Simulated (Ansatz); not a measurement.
**Bi2Te2Se in Ansatz: the effect of functional**

The system is Bi2Te2Se.

```
Bi Te Se
1.0
     2.16097    1.24764   10.58557
    -2.16097    1.24764   10.58557
     0.00000   -2.49527   10.58557
Bi Te Se
2 2 1
Direct
  0.39172 0.39172 0.39172
  0.60828 0.60828 0.60828
  0.78040 0.78040 0.78040
  0.21960 0.21960 0.21960
  0.00000 0.00000 0.00000
```

The cell is a database's computed one.

Alike in all runs:

```yaml
Program: Ansatz 0.2.0
Task: projected density of states
Potentials_or_basis: Ansatz PAW
k_mesh: 7 × 7 × 7
Occupations: fermi-dirac, width 0.05 eV
Spin: no spin polarisation
```

```csv
functional,cutoff,gap on the mesh (eV),pressure (GPa),largest force (eV/Å)
LDA,420 eV (not typed: the program's choice for these potentials),?,?,?
PBEsol,420 eV (not typed: the program's choice for these potentials),0.41,-1.5,0.05
r2SCAN,500 eV (not typed: the program's choice for these potentials),0.73,0.0,0.06
```

Task: What does the run with functional LDA give?

Result: gap on the mesh 0.37 eV; pressure -2.6 GPa; largest force 0.14 eV/Å.

Caveats: odd divisions of the mesh miss points on the zone boundary, where band edges often lie, so the gap on the mesh can be too wide; spin-orbit coupling is left out, which as a rule narrows the gap of such compounds by several tenths of an eV; the PAW data sets come from PBE, with cores solved anew for the run's functional, which leaves a small shift of forces and pressure; the density of states is complete only up to the lowest level of the last band computed.

A k mesh can miss the band edges.

Runs at the PBE level aren't shown here.
